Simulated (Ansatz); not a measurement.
A series in volume scale on NiO

Periodic Kohn-Sham DFT of a crystal at fixed atoms, scaled to volume_scale times the given cell; pressure positive in compression, energy less spherical unpolarised free atoms, largest_vzz the field gradient of largest size among the nuclei. The results are calculated, by Ansatz 0.2.0.

The cell before it is scaled or strained (space group Fm-3m, No. 225):
```
cell vectors (Å)
   0.0000     2.0913     2.0913
   2.0913     0.0000     2.0913
   2.0913     2.0913     0.0000
atoms (fractions of the cell vectors)
Ni  0.00000  0.00000  0.00000
O   0.50000  0.50000  0.50000
```

Settings of every row: method all-electron PAW; functional PBE; relativity scalar; k mesh 17x17x17; filling fermi-dirac; smearing width 0.03 eV; nucleus gaussian.

Atom:
| element | start moment (bohr magneton) |
| --- | --- |
| Ni | 1.5 |
| O | 0 |

Limits: semilocal functional can close the gap of open d or f salts; with one magnetic atom in the cell only parallel moments are possible.

| row | volume scale | V (Å³/atom) | pressure (GPa) | cell moment (bohr magneton) |
| --- | --- | --- | --- | --- |
| 1 | 0.94 | 8.598 | 17.661 | 1.62 |
| 2 | 0.95 | 8.689 | ? | ? |
| 3 | 0.96 | 8.781 | 12.868 | 1.681 |
| 4 | 0.98 | 8.963 | 8.534 | 1.735 |
| 5 | 0.99 | 9.055 | 6.556 | 1.762 |
| 6 | 1 | 9.147 | 4.693 | 1.79 |
| 7 | 1.01 | 9.238 | 2.919 | 1.816 |
| 8 | 1.02 | 9.329 | 1.216 | 1.84 |
| 9 | 1.04 | 9.512 | -2.018 | 1.878 |
| 10 | 1.05 | 9.604 | -3.547 | 1.893 |
| 11 | 1.06 | 9.695 | -5.013 | 1.906 |

Question: what pressure should row 2 give?

Worked fit of pressure. Take u = (V_r/V)^(2/3) − 1 with V_r = 9.1925 Å³ an atom, which is twice the finite (Eulerian) strain; such expansions in the strain, on which the Birch-Murnaghan equation of state is built, carry the rest volume and the bulk modulus. The shown rows have u = 0.04558, 0.031, 0.017, 0.0101, 0.00331, -0.00329, -0.00978, -0.02252, -0.02877, -0.03486. Least squares give pressure = 3.7869 + 269.516 × u + 610.91 × u² + 3490 × u³ GPa; a parabola predicts inner rows, each left out in turn, worse (root mean square 0.053 against 0.029 GPa). The rows lie off it by -0.010, 0.035, -0.028, -0.019, 0.007, 0.012, 0.010, -0.005, -0.002, 0.001 (root mean square 0.017 GPa). The pressure vanishes at u = -0.0145, or V = 9.396 Å³ an atom, and there the bulk modulus at fixed shape and fractions is B = −V dP/dV = (2/3)(1 + u) dP/du = 167 GPa. The withheld row has u = 0.03827, so the fit gives 3.7869 + 269.516 × (0.03827) + 610.91 × (0.03827)² + 3490 × (0.03827)³ = 15.192 GPa.

The calculation gave 15.208 GPa. The fit lies 0.016 GPa (0.071 % of the column's range) below it; its largest miss of a shown row is 0.035 GPa.

The other values of row 2: cell moment 1.652 bohr magneton.
